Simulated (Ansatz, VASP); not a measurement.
This is a calculation of NiO for Ansatz 0.2.0.

Contents of input.yaml:

```yaml
crystal:
  lattice:
    - [0.0, 2.0859016414, 2.0859016414]
    - [2.0859016414, 0.0, 2.0859016414]
    - [2.0859016414, 2.0859016414, 0.0]
  atoms:
    - { symbol: Ni, position: [0.0, 0.0, 0.0], spin: 1.0 }
    - { symbol: O, position: [0.5, 0.5, 0.5] }
hamiltonian:
  xc: rpbe
  pseudopotentials: { kind: paw }
  dispersion: d4
magnetization:
  spin_polarized: true
kpoints:
  mp_grid: { grid: [11, 11, 11] }
scf:
  occupations: { method: fermi_dirac, width: 0.05 }
output:
  forces: true
  stress: true
relax:
  f_tol: 0.01
  max_steps: 40
  cell: { stress_tol: 0.05 }
```

Potentials or basis: Ansatz PAW.

Run with:

```sh
$ ansatz run input.yaml --threads 2 --pin off --max-ram 5632MiB --backend cpu --events-out ev --progress --plain --runs-dir out
```

Q: Translate it to VASP 6.6.1. Potentials there: VASP PAW PBE potentials, release 64 (Ni, O).

A: As run (the cutoff follows the program's own potentials):

File INCAR:

```
SYSTEM = NiO
  ALGO = Normal
  EDIFF = 1E-6
  EDIFFG = -0.01
  ENCUT = 600
  GGA = RP
  IBRION = 2
  ISIF = 3
  ISMEAR = -1
  ISPIN = 2
  IVDW = 13
  LASPH = .True.
  LCHARG = .False.
  LMAXMIX = 4
  LORBIT = 11
  LREAL = .False.
  LWAVE = .False.
  MAGMOM = 1 0
  NELM = 100
  NSW = 60
  PREC = Accurate
  SIGMA = 0.05
```

KPOINTS

```
k-points
0
Gamma
  11 11 11
  0 0 0
```

The input POSCAR:

```
NiO
1.0
    0.0000000000      2.0859016414      2.0859016414
    2.0859016414      0.0000000000      2.0859016414
    2.0859016414      2.0859016414      0.0000000000
Ni O
1 1
Direct
    0.0000000000      0.0000000000      0.0000000000
    0.5000000000      0.5000000000      0.5000000000
```

Potentials or basis: VASP PAW PBE potentials, release 64 (Ni, O).

The run is started by

```bash
$ cat potpaw_PBE.64/Ni/POTCAR potpaw_PBE.64/O/POTCAR > POTCAR
$ mpirun -np 1 vasp_std > vasp.out
```

Both were run:

|  | VASP | Ansatz | Ansatz less VASP |
| --- | --- | --- | --- |
| net moment per atom (μB) | 0.93 | 0.94 | +0.011 |
| size of the moment on the site where the two differ most (μB) | 0.29 | 0.31 | +0.020 |
| relaxed volume (Å³/atom) | 9.43 | 9.43 | +0.002 |
| relaxed cell length with the largest relative difference (Å) | 2.988 | 2.988 | +0.0002 |
| energy change over the relaxation (meV/atom) | -76 | -77 | -0.9 |

Site moments also hang on the region over which each program counts them. The two sets of potentials don't hold the same shells in valence.

Caveats: a cell with one magnetic atom can't hold antiferromagnetic order, which such compounds often take; the PAW data sets were made with another functional, which shifts forces and pressure a little (VASP); semilocal functionals often make such compounds metallic where correlation or magnetic order opens a gap, which also shifts bond lengths (VASP); pairwise dispersion overbinds metals, which lowers pressure and volume (VASP); the plane-wave basis is chosen anew once the cell has moved, so the energies of steps on either side of that aren't comparable (Ansatz); the pressure holds a Pulay correction of +0.7 GPa for the finite cutoff (Ansatz); the PAW data sets come from PBE, with cores solved anew for the run's functional, which leaves a small shift of forces and pressure (Ansatz). With open d or f shells a metallic result of RPBE can be an artefact of self-interaction; +U or a hybrid may open a gap. Zero-point motion and thermal expansion aren't in these numbers.
